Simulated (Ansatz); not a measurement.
**Which way does TiO2 + HfS2 ⇌ TiS2 + HfO2 run?**

Plane-wave DFT in Ansatz with scalar-relativistic PAW potentials, cutoff 420 eV, Γ-centred meshes chosen by cell and gap, Gaussian smearing with energies taken to zero width. Every cell was relaxed (cell and atoms) in a run of its own, within the symmetry of its start. Functional: PBEsol.

Total energies hold large constants for each element; a whole number of eV per atom of each element is taken off below, which cancels in a balanced reaction.

```tsv
compound	lowest structure computed	structures tried	V (Å³/atom)	gap on mesh (eV)	E (eV per formula unit, common shift removed)
TiO2	I4_1/amd	5	11.31	2.15	-9.8667
HfS2	P-3m1	1	22.15	0.93	-4.5745
TiS2	P-3m1	2	18.30	0.00	-3.7470
HfO2	P2_1/c	4	11.43	3.97	-11.2880
```

Question: Work out the reaction energy at 0 K.

Answer: ΔE = E(TiS2) + E(HfO2) − E(TiO2) − E(HfS2) = -0.594 eV, or -57 kJ per mole of reaction (-99 meV/atom). The right side is lower: Ti takes S and Hf takes O. Pauling's electronegativities (Hf 1.3, Ti 1.54; O 3.44, S 2.58) would pair Hf with O, the most ionic bond; the result follows that. All four are computed as solids; where they are solids at ordinary conditions entropy changes little. A lower structure that wasn't tried would shift the value, and mixed crystals may lie lower than either side.

Spin-orbit coupling is left out, which matters for the bands of heavy elements. Each cell of HfS2, TiS2 holds layers, and where no dispersion correction was added their binding is poorly described.